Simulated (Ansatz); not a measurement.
Runs of Ansatz 0.2.0 on SiNi3. It takes space group R-3m (No. 166, trigonal). The conventional cell has a = 2.586 Å, b = 2.586 Å, c = 22.986 Å, α = 90.00°, β = 90.00°, γ = 120.00°. Ni (site symmetry 3m) has 3 Si at 2.34 Å and 9 Ni at 2.52 to 2.59 Å as nearest neighbours. Around Ni (site symmetry -3m) lie 12 Ni at 2.52 to 2.59 Å. Si (site symmetry -3m) is surrounded by 6 Ni at 2.34 Å and 6 Si at 2.59 Å. The cell comes from a database or a generator and needn't be the stable form of this composition.

| task | level | cell | cutoff (eV) | target pressure (GPa) | gap on the mesh (eV) | pressure (GPa) | moment (μB) |
| --- | --- | --- | --- | --- | --- | --- | --- |
| relaxation of cell and atoms | PBEsol | relaxed | 420 | 0 | none | 0.0 | (a) |
| relaxation of cell and atoms | PBEsol | relaxed to 2 GPa | 420 | 2 | none | 2.0 | 0.33 |
| relaxation of cell and atoms | PBEsol | relaxed to 30 GPa | 420 | 30 | none | 30.0 | 0.00 |
| relaxation of cell and atoms | PBEsol | relaxed to 20 GPa | 420 | 20 | none | 20.0 | 0.00 |

Alike in all rows: potentials or basis Ansatz PAW; spin collinear, ferromagnetic start; k mesh 12 × 12 × 12; smearing fermi-dirac 0.05 eV.

Question: Fill in the values left out.

Answer: (a) 0.37.

Caveats: the plane-wave basis is chosen anew once the cell has moved, so the energies of steps on either side of that aren't comparable; the PAW data sets come from PBE, with cores solved anew for the run's functional, which leaves a small shift of forces and pressure; the starting moments weren't kept (some runs).

A gap of «none» marks a metal or a gap under the smearing width.
